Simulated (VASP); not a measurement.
# Sn in VASP: single point with r2SCAN

Aim: the single point of Sn with r2SCAN.

All numbers are computed with VASP 6.6.1; they aren't measurements. Logs are shortened: lines on timing, memory, paths and dates and some standing lists are left out, and cuts for length are marked.

## 1. Starting point

The cell holds a slab with vacuum, 3 atoms: a = 3.382 Å, b = 3.382 Å, c = 21.523 Å, α = 90.00°, β = 90.00°, γ = 60.00°.

The slab is cut from a database's or a generator's crystal, which needn't be the stable form of the element.

## 2. Single point, r2SCAN

Input file POSCAR:

```
Sn
1.0
    3.3823906992      0.0000000000      0.0000000000
    1.6911953496      2.9292362710      0.0000000000
    0.0000000000      0.0000000000     21.5234208825
Sn
3
Direct
    0.0000000000      0.0000000000      0.3716881273
    0.3333333333      0.3333333333      0.5000000000
    0.6666666667      0.6666666667      0.6283118727
```

Input file INCAR.step1:

```
SYSTEM = Sn
PREC     = Accurate       ! precision mode
ENCUT    = 520            ! plane-wave cutoff, eV
ISMEAR   = 1              ! smearing method
SIGMA    = 0.05           ! smearing width, eV
LREAL    = .False.        ! projectors in reciprocal space
LASPH    = .True.         ! aspherical terms in the spheres
NELM     = 100            ! most SCF steps
LDIPOL   = .True.       
IDIPOL   = 3            
DIPOL    = 0.5 0.5 0.500
NBANDS   = 28             ! bands
GGA      = PE             ! functional
ALGO     = Normal         ! electronic algorithm
EDIFF    = 1E-4           ! SCF threshold, eV
LWAVE    = .True.         ! write WAVECAR
LCHARG   = .False.        ! write CHGCAR
```

Input file INCAR.step2:

```
SYSTEM = Sn
PREC     = Accurate       ! precision mode
ENCUT    = 520            ! plane-wave cutoff, eV
EDIFF    = 1E-6           ! SCF threshold, eV
ISMEAR   = 1              ! smearing method
SIGMA    = 0.05           ! smearing width, eV
LREAL    = .False.        ! projectors in reciprocal space
LASPH    = .True.         ! aspherical terms in the spheres
NELM     = 100            ! most SCF steps
ALGO     = Normal         ! electronic algorithm
ISIF     = 2              ! what is computed and relaxed
LWAVE    = .False.        ! write WAVECAR
LCHARG   = .False.        ! write CHGCAR
LDIPOL   = .True.       
IDIPOL   = 3            
DIPOL    = 0.5 0.5 0.500
METAGGA  = R2SCAN         ! meta-GGA
LMIXTAU  = .True.       
NBANDS   = 28             ! bands
ISTART   = 1
```

Input file KPOINTS:

```
Automatic mesh
0
Gamma
  6 6 1
  0 0 0
```

Potentials or basis: VASP PAW PBE potentials, release 64 (Sn_d).

Launch:

```bash
> cat potpaw_PBE.64/Sn_d/POTCAR > POTCAR
> cp INCAR.step1 INCAR
> mpirun -np 1 vasp_std > vasp.out
> cp INCAR.step2 INCAR
> mpirun -np 1 vasp_std > vasp.out
```

OUTCAR:

```text
SYSTEM = Sn
   PREC = Accurate
   ENCUT = 520
   EDIFF = 1E-6
   ISMEAR = 1
   LREAL = .False.
   LASPH = .True.
   NELM = 100
   ISIF = 2
   METAGGA = R2SCAN
   ISTART = 1

 ion  position               nearest neighbor table
   1  0.000  0.000  0.372-   2 3.38   2 3.38   2 3.38
   2  0.333  0.333  0.500-   3 3.38   1 3.38   3 3.38   1 3.38   1 3.38   3 3.38
   3  0.667  0.667  0.628-   2 3.38   2 3.38   2 3.38

  LATTYP: Found a hexagonal cell.
 ALAT       =     3.3823906992
 C/A-ratio  =     6.3633751381

  Lattice vectors:

 A1 = (  -1.6911953496,  -2.9292362710,   0.0000000000)
 A2 = (   3.3823906992,   0.0000000000,   0.0000000000)
 A3 = (   0.0000000000,   0.0000000000,  21.5234208825)

Analysis of symmetry for initial positions (statically):
=====================================================================
 Subroutine PRICEL returns:
 Original cell was already a primitive cell.

 Routine SETGRP: Setting up the symmetry group for a
 hexagonal supercell.

 Subroutine GETGRP returns: Found 12 space group operations
 (whereof  6 operations were pure point group operations)
 out of a pool of 24 trial point group operations.

The static configuration has the point symmetry C_3v.
 The point group associated with its full space group is D_3d.

Analysis of symmetry for dynamics (positions and initial velocities):
=====================================================================
 Subroutine PRICEL returns:
 Original cell was already a primitive cell.

 Routine SETGRP: Setting up the symmetry group for a
 hexagonal supercell.

 Subroutine GETGRP returns: Found 12 space group operations
 (whereof  6 operations were pure point group operations)
 out of a pool of 24 trial point group operations.

The dynamic configuration has the point symmetry C_3v.
 The point group associated with its full space group is D_3d.

 Subroutine INISYM returns: Found 12 space group operations
 (whereof  6 operations are pure point group operations),
 and found     1 'primitive' translations

----------------------------------------------------------------------------------------

                                     Primitive cell

  volume of cell :     213.2502

  direct lattice vectors                    reciprocal lattice vectors
     3.382390699  0.000000000  0.000000000     0.295648874 -0.170692957  0.000000000
     1.691195350  2.929236271  0.000000000     0.000000000  0.341385913  0.000000000
     0.000000000  0.000000000 21.523420883     0.000000000  0.000000000  0.046461016

  length of vectors
     3.382390699  3.382390699 21.523420883     0.341385913  0.341385913  0.046461016

  position of ions in fractional coordinates (direct lattice)
     0.000000000  0.000000000  0.371688127
     0.333333333  0.333333333  0.500000000
     0.666666667  0.666666667  0.628311873

  ion indices of the primitive-cell ions
   primitive index   ion index
                 1           1
                 2           2
                 3           3

----------------------------------------------------------------------------------------

 KPOINTS: Automatic mesh

Automatic generation of k-mesh.
 Grid dimensions read from file:
 generate k-points for:    6    6    1

 Generating k-lattice:

  Cartesian coordinates                     Fractional coordinates (reciprocal lattice)
     0.049274812 -0.028448826  0.000000000     0.166666667  0.000000000  0.000000000
     0.000000000  0.056897652  0.000000000     0.000000000  0.166666667  0.000000000
     0.000000000  0.000000000  0.046461016     0.000000000  0.000000000  1.000000000

  Length of vectors
     0.056897652  0.056897652  0.046461016

  Shift w.r.t. Gamma in fractional coordinates (k-lattice)
     0.000000000  0.000000000  0.000000000

 Subroutine IBZKPT returns following result:
 ===========================================

 Found      7 irreducible k-points:

 Following reciprocal coordinates:
            Coordinates               Weight
  0.000000  0.000000  0.000000      1.000000
  0.166667 -0.000000  0.000000      6.000000
  0.333333 -0.000000  0.000000      6.000000
  0.500000 -0.000000  0.000000      3.000000
  0.333333  0.166667  0.000000      6.000000
  0.500000  0.166667  0.000000     12.000000
 -0.333333  0.333333  0.000000      2.000000
   k-points           NKPTS =      7   k-points in BZ     NKDIM =      7   number of bands    NBANDS=     28
   number of dos      NEDOS =    301   number of ions     NIONS =      3
   total plane-waves  NPLWV = 125440
   dimension x,y,z NGX =    28 NGY =   28 NGZ =  160
   dimension x,y,z NGXF=    56 NGYF=   56 NGZF=  320
   ions per type =               3
   NGX,Y,Z   is equivalent  to a cutoff of  13.76, 13.76, 12.36 a.u.
   NGXF,Y,Z  is equivalent  to a cutoff of  27.52, 27.52, 24.72 a.u.
 SYSTEM =  Sn
   PREC   = accura    normal or accurate (medium, high low for compatibility)
   ISTART =      1    job   : 0-new  1-cont  2-samecut
   ICHARG =      0    charge: 1-file 2-atom 10-const
   ISPIN  =      1    spin polarized calculation?
   LNONCOLLINEAR =      F non collinear calculations
   LSORBIT =      F    spin-orbit coupling
   LASPH  =      T    aspherical Exc in radial PAW
   ENCUT  =  520.0 eV  38.22 Ry    6.18 a.u.   6.29  6.29 40.02*2*pi/ulx,y,z
   NELM   =    100;   NELMIN=  2; NELMDL=  0     # of ELM steps
   EDIFF  = 0.1E-05   stopping-criterion for ELM
   LREAL  =      F    real-space projection
   EDIFFG = 0.1E-04   stopping-criterion for IOM
   NSW    =      0    number of steps for IOM
   IBRION =     -1    ionic relax: 0-MD 1-quasi-New 2-CG
   NFREE  =      0    steps in history (QN), initial steepest desc. (CG)
   ISIF   =      2    stress and relaxation
   ISYM   =      2    0-nonsym 1-usesym 2-fastsym
   POTIM  = 0.5000    time-step for ionic-motion
   TEBEG  =    0.0;   TEEND  =   0.0 temperature during run
   PSTRESS=    0.0 pullay stress
   NELECT =      42.0000    total number of electrons
   NUPDOWN=      -1.0000    fix difference up-down
   EMIN   =  10.00;   EMAX   =-10.00  energy-range for DOS
   EFERMI =   0.00;   METHOD = LEGACY
   ISMEAR =     1;   SIGMA  =   0.05  broadening in eV -4-tet -1-fermi 0-gaus
   EFERMI_NEDOS =   21; number of points for ismear=-14 and -15
   IALGO  =     38    algorithm
   IMIX   =      4    mixing-type and parameters
     AMIX     =   0.40;   BMIX     =  1.00
     AMIX_MAG =   1.60;   BMIX_MAG =  1.00
  volume/ion in A,a.u.               =      71.08       479.69
  Fermi-wavevector in a.u.,A,eV,Ry     =   0.952492  1.799949 12.343769  0.907241
  Thomas-Fermi vector in A             =   2.081060
   LORBIT       =      0    0 simple, 1 ext, 2 COOP (PROOUT), +10 PAW based schemes
   METAGGA = R2SCAN    functional components
   LHFCALC =     F    Hartree Fock is set to
   AEXX    =    0.0000 exact exchange contribution
   IVDW    =     0    specifies the selected vdW correction
   LEPSILON=     F    determine dielectric tensor
   LRPA    =     F    only Hartree local field effects (RPA)
 non-spin polarized calculation
 Methfessel and Paxton  Order N= 1 SIGMA  =   0.05
  energy-cutoff  :      520.00
  volume of cell :      213.25
 maximum number of plane-waves:      5752
 NGX is ok and might be reduce to    28
   NGX = 13   NGY = 13   NGZ = 81

 number of electron      42.0000016 magnetization

 dipolmoment           0.000000      0.000000      0.000001 electrons x Angstroem

 Free energy of the ion-electron system (eV)
  ---------------------------------------------------
  ext. energy  EPLUGINS =         0.00000000
  ---------------------------------------------------
  free energy    TOTEN  =       -73.00613107 eV

  energy without entropy =      -73.00166682  energy(sigma->0) =      -73.00464299

 E-fermi :   0.5368     XC(G=0):  -4.9616

 val. band max:        0.5360573771   @ k =   0.1667  -0.0000   0.0000
 cond. band min:       1.1631625954   @ k =   0.3333   0.1667   0.0000
 fundamental gap:      0.6271052184
 Fermi energy:         0.5368056582

 k-point     1 :       0.0000    0.0000    0.0000
  band No.  band energies     occupation
      1     -21.7139      2.00000
      2     -21.7130      2.00000
      3     -21.7013      2.00000
      4     -21.7013      2.00000
      5     -21.6977      2.00000
      6     -21.6977      2.00000
[... 20 lines left out ...]
     27       7.6218      0.00000
     28       7.7587      0.00000

 k-point     2 :       0.1667   -0.0000    0.0000
  band No.  band energies     occupation
      1     -21.7181      2.00000
      2     -21.7160      2.00000
      3     -21.6860      2.00000
      4     -21.6807      2.00000
      5     -21.6655      2.00000
      6     -21.6615      2.00000
[... 20 lines left out ...]
     27       5.8910      0.00000
     28       6.1483      0.00000

 k-point     3 :       0.3333   -0.0000    0.0000
  band No.  band energies     occupation
      1     -21.7476      2.00000
      2     -21.7403      2.00000
      3     -21.6843      2.00000
      4     -21.6709      2.00000
      5     -21.6455      2.00000
      6     -21.6428      2.00000
[... 20 lines left out ...]
     27       6.2206      0.00000
     28       6.5184      0.00000

 k-point     4 :       0.5000   -0.0000    0.0000
  band No.  band energies     occupation
      1     -21.7628      2.00000
      2     -21.7523      2.00000
      3     -21.7044      2.00000
      4     -21.6828      2.00000
      5     -21.6490      2.00000
      6     -21.6440      2.00000
[... 20 lines left out ...]
     27       5.9913      0.00000
     28       6.3822      0.00000

 k-point     5 :       0.3333    0.1667    0.0000
  band No.  band energies     occupation
      1     -21.7060      2.00000
      2     -21.7045      2.00000
      3     -21.6899      2.00000
      4     -21.6770      2.00000
      5     -21.6695      2.00000
      6     -21.6561      2.00000
[... 20 lines left out ...]
     27       4.9129      0.00000
     28       5.9501      0.00000

 k-point     6 :       0.5000    0.1667    0.0000
  band No.  band energies     occupation
      1     -21.7209      2.00000
      2     -21.7103      2.00000
      3     -21.6913      2.00000
      4     -21.6766      2.00000
      5     -21.6581      2.00000
      6     -21.6511      2.00000
[... 20 lines left out ...]
     27       4.6010      0.00000
     28       6.8874      0.00000

 k-point     7 :      -0.3333    0.3333    0.0000
  band No.  band energies     occupation
      1     -21.6829      2.00000
      2     -21.6809      2.00000
      3     -21.6809      2.00000
      4     -21.6614      2.00000
      5     -21.6328      2.00000
      6     -21.6314      2.00000
[... 20 lines left out ...]
     27       3.3206      0.00000
     28       7.3975      0.00000

------------------------ aborting loop because EDIFF is reached ----------------------------------------

 vacuum level on the upper side and lower side of the slab       (xc-potential included)        -0.017        -0.019

  FORCE on cell =-STRESS in cart. coord.  units (eV):
  Direction    XX          YY          ZZ          XY          YZ          ZX
  --------------------------------------------------------------------------------------
  -------------------------------------------------------------------------------------
  Total       -1.0773272     -1.0773272     -1.6771278      0.0000000      0.0000000      0.0000000
  in kB       -8.0941029     -8.0941029    -12.6004850      0.0000000      0.0000000      0.0000000
  external PRESSURE =      -9.5962303 kB  Pullay stress =       0.0000000 kB

 VOLUME and BASIS-vectors are now :
 -----------------------------------------------------------------------------
  energy-cutoff  :      520.00
  volume of cell :      213.25
      direct lattice vectors                 reciprocal lattice vectors
     3.382390699  0.000000000  0.000000000     0.295648874 -0.170692957  0.000000000
     1.691195350  2.929236271  0.000000000     0.000000000  0.341385913  0.000000000
     0.000000000  0.000000000 21.523420883     0.000000000  0.000000000  0.046461016

 POSITION                                       TOTAL-FORCE (eV/Angst)
 -----------------------------------------------------------------------------------
      0.00000      0.00000      8.00000        -0.000000      0.000000      0.296922
      1.69120      0.97641     10.76171        -0.000000      0.000000      0.000000
      3.38239      1.95282     13.52342         0.000000     -0.000000     -0.296922
 -----------------------------------------------------------------------------------
    total drift:                               -0.000000     -0.000000      0.000113

  FREE ENERGIE OF THE ION-ELECTRON SYSTEM (eV)
  ---------------------------------------------------
  free  energy   TOTEN  =       -73.0061310717 eV

  energy  without entropy=      -73.0016668208  energy(sigma->0) =      -73.00464299

 vacuum level on the upper side and lower side of the slab         4.655         4.653
```

Wall time 3.5 min (1 thread of Intel Xeon Platinum 8488C (Sapphire Rapids), shared host); peak memory 0.39 GiB.

What came out:

```
Free energy            : -73.0061 eV
Largest force          : 0.297 eV/Å
Band gap on the k mesh : none (metal or under the smearing width)
```

Forces on the atoms (eV/Å):
```
Sn   0.000  0.000  0.297
Sn   0.000  0.000  0.000
Sn   0.000  0.000 -0.297
```

Caveat: the PAW data sets were made with another functional, which shifts forces and pressure a little.
